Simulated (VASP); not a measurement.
A run of VASP 6.6.1 is set up as follows.

Contents of INCAR:

```
SYSTEM = TePb
PREC = Accurate
ENCUT = 600
EDIFF = 1E-7
ISMEAR = 0
SIGMA = 0.03
LREAL = .False.
LASPH = .True.
NELM = 80
ALGO = Normal
ISIF = 2
LWAVE = .False.
LCHARG = .False.
GGA = PS
IBRION = 2
NSW = 40
EDIFFG = -0.01
```

KPOINTS

```
Automatic mesh
0
Gamma
  8 8 8
  0 0 0
```

File POSCAR:

```
TePb                                    
1.0
    0.0000000000      3.2431889703      3.2431889703
    3.2431889703      0.0000000000      3.2431889703
    3.2431889703      3.2431889703      0.0000000000
  Te              Pb            
     1     1
Direct
     0.5000000000000000    0.5000000000000000    0.5000000000000000
     0.0000000000000000    0.0000000000000000    0.0000000000000000
```

Potentials or basis: VASP PAW PBE potentials, release 64 (Te, Pb_d).

Launch:

```sh
$ cat potpaw_PBE.64/Te/POTCAR potpaw_PBE.64/Pb_d/POTCAR > POTCAR
$ mpirun -np 1 vasp_std > vasp.out
```

Question: What does it give for the band gap on the k mesh?

Answer: 0.69 eV, direct.

Final structure:
```
Te Pb
1.0
     0.00000    3.24319    3.24319
     3.24319    0.00000    3.24319
     3.24319    3.24319    0.00000
Te Pb
1 1
Direct
  0.50000 0.50000 0.50000
  0.00000 0.00000 0.00000
```

Caveat: the relaxation stopped at its first step, so nothing moved; spin-orbit coupling is left out, which as a rule narrows the gap of such compounds by several tenths of an eV. A k mesh can miss the band edges.
